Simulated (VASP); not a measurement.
A run of VASP 6.6.1:

The input INCAR:

```
PREC = Accurate
ENCUT = 600
EDIFF = 1E-6
ISMEAR = -1
SIGMA = 0.05
LREAL = False
LASPH = True
NELM = 80
ALGO = Normal
ISIF = 3
LWAVE = False
LCHARG = False
GGA = CA
IBRION = 2
NSW = 40
EDIFFG = -0.02
```

The input KPOINTS:

```
regular mesh
0
Gamma
  10 10 10
```

The input POSCAR:

```
Si
1.0
   -2.3713723045      2.3713723045      1.3292653899
    2.3713723045     -2.3713723045      1.3292653899
    2.3713723045      2.3713723045     -1.3292653899
Si
2
Direct
    0.5000000000      0.5000000000      0.0000000000
    0.2500000000      0.7500000000      0.5000000000
```

Potentials or basis: VASP PAW LDA potentials, release 64 (Si).

The run is started by

```bash
$ cat potpaw_LDA.64/Si/POTCAR > POTCAR
$ mpirun -np 1 vasp_std > vasp.out
```

Hardware: 1 thread of Intel(R) Xeon(R) Platinum 8488C (Sapphire Rapids), with other jobs on the host.

Q: How long does it take, and how much memory?

A: Run time: 38 s on 1 thread of Intel(R) Xeon(R) Platinum 8488C (Sapphire Rapids), with other jobs on the host, peak memory 0.15 GiB. Counts: scf iterations 18, k points 102, ion steps 3.
